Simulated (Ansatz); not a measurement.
**SiC: a line through an energy map**

The task here is to estimate one member of a computed series from the others.

Computed with Ansatz 0.2.0 (DFT PBEsol, scalar-relativistic, plane waves, PAW, unless a step's input says otherwise).

13 further runs of the same task are left out: 13 set aside as unsound or not needed. Runs told in other sessions of the task aren't counted.

### The starting structure

It takes space group P6_3mc (No. 186, hexagonal). Conventional cell: a = 3.078 Å, b = 3.078 Å, c = 10.076 Å, α = 90.00°, β = 90.00°, γ = 120.00°. Si (site symmetry 3m) is surrounded by 4 C at 1.89 Å. Si (site symmetry 3m) is surrounded by 4 C at 1.88 to 1.89 Å. C (site symmetry 3m) is surrounded by 4 Si at 1.88 to 1.89 Å. C (site symmetry 3m) has 4 Si at 1.89 Å in its first shell of neighbours.

Structure file:

```cif
data_structure
_symmetry_space_group_name_H-M 'P 1'
_symmetry_Int_Tables_number 1
_cell_length_a 3.0781
_cell_length_b 3.0781
_cell_length_c 10.0758
_cell_angle_alpha 90.000
_cell_angle_beta 90.000
_cell_angle_gamma 120.000
_cell_volume 82.67
loop_
_atom_site_label
_atom_site_type_symbol
_atom_site_fract_x
_atom_site_fract_y
_atom_site_fract_z
_atom_site_occupancy
Si1 Si 0.66667 0.33333 0.93783 1
Si2 Si 0.33333 0.66667 0.43783 1
Si3 Si 0.00000 0.00000 0.68790 1
Si4 Si 0.00000 0.00000 0.18790 1
C1 C 0.66667 0.33333 0.74982 1
C2 C 0.33333 0.66667 0.24982 1
C3 C 0.00000 0.00000 0.50045 1
C4 C 0.00000 0.00000 0.00045 1
```

It goes back to an entry of the Materials Project.

This cell was relaxed beforehand with the same method: volume 10.33 Å³/atom, gap on the mesh 2.12 eV.

### Plan of the line

The energy is mapped over a normal mode and a strain (zone-centre modes of the cell shown) (x along [1 0 0], y along [1 2 0], z along [0 0 1] of the conventional cell).

- amplitude of mode 4 (188 cm⁻¹), largest displacement in the unstrained cell: 11 values from −0.141 to 0.141 Å
- strain +e along z and -e/2 along x and y: 7 values from −7.00 to 7.00 %

Nothing else is relaxed (the pattern is fixed in fractional coordinates). Energies count from the relaxed high-symmetry cell. Points are written as (first, second).

The modes come from a phonon run on the reference cell, made beforehand.

The patterns, per unit of each coordinate (Å):

```csv
atom,x1,y1,z1
Si1,1.000,0.000,0.000
Si2,-1.000,0.000,0.000
Si3,-0.437,0.000,0.000
Si4,0.437,0.000,0.000
C5,-0.305,0.000,0.000
C6,0.305,0.000,0.000
C7,-0.991,0.000,0.000
C8,0.991,0.000,0.000
```

The first run:

input.yaml

```yaml
crystal:
  lattice:
    - [3.185799403, 0.0, 0.0]
    - [-1.5928997015, 2.7589832144, 0.0]
    - [0.0, 0.0, 9.3705023952]
  atoms:
    - { symbol: Si, position: [0.6208586978, 0.3333333333, 0.9378278417] }
    - { symbol: Si, position: [0.3791413022, 0.6666666667, 0.4378278417] }
    - { symbol: Si, position: [0.0200261305, 0.0, 0.6878973493] }
    - { symbol: Si, position: [-0.0200261305, 0.0, 0.1878973493] }
    - { symbol: C, position: [0.6806343695, 0.3333333333, 0.7498191684] }
    - { symbol: C, position: [0.3193656305, 0.6666666667, 0.2498191684] }
    - { symbol: C, position: [0.0453855368, 0.0, 0.5004546406] }
    - { symbol: C, position: [-0.0453855368, 0.0, 0.0004546406] }
basis:
  ecutwfc: 520.0
kpoints:
  mp_grid: { grid: [12, 12, 4] }
hamiltonian:
  xc: pbesol
  pseudopotentials: { kind: paw, azcp: { folder: soft_1 } }
scf:
  occupations: { method: gaussian, width: 0.05 }
output:
  forces: true
  stress: true
  eigenvalues: true
```

Command:

```bash
$ ansatz run input.yaml --threads 2 --pin off --max-ram 4096MiB --backend cpu --events-out ev --progress --plain --runs-dir out
```

Steps of the session up to this table: The run at (−0.141 Å, −7.00 %); Point (−0.141 Å, −4.67 %); Grid point (−0.141 Å, 0.00 %); The run at (−0.141 Å, 4.67 %); The run at (−0.141 Å, 7.00 %).

One table of the session follows, with a row left open; its other results are not shown here.

| strain +e along z and -e/2 along x and y (%) | slope (eV per %) | pressure (GPa) | band gap on the k-mesh (eV) | largest force on an atom (eV/Å) |
| --- | --- | --- | --- | --- |
| −7.00 | −0.34 | 3.92 | 1.36 | 1.85 |
| −4.67 | −0.22 | 1.51 | 1.62 | 1.06 |
| −2.33 | −0.10 | 0.18 | 1.91 | 0.59 |
| 0.00 | 0.00 | −0.17 | 1.94 | 0.52 |
| 2.33 | 0.09 | 0.40 | 1.79 | 0.59 |
| 4.67 | ? | ? | ? | ? |
| 7.00 | 0.26 | 4.03 | 1.39 | 0.72 |

Estimate the missing values for strain +e along z and -e/2 along x and y (%) = 4.67.

Worked estimate for «slope (eV per %)». A straight line through the neighbours (2.33, 0.09) and (7.00, 0.26) gives 0.09 + (0.26 − 0.09) × (4.67 − 2.33) / (7.00 − 2.33) = 0.18; a parabola fitted to 3 rows on both sides gives 0.18.

As computed: slope (eV per %): 0.18; pressure (GPa): 1.82; band gap on the k-mesh (eV): 1.60; largest force on an atom (eV/Å): 0.68. In «slope (eV per %)» the line misses by 0.00 and the parabola by 0.00.

Energies count from the relaxed high-symmetry cell. Rows without a step come from runs not printed here or follow by symmetry. Slopes come from the forces (and the stress, where the cell changes), not from differences of energies.

What this shows: Of the points computed the energy is lowest at 0.00 %, 0.12 eV from the zero.

To keep in mind: Warnings in the runs' records: pseudo functional mismatch.
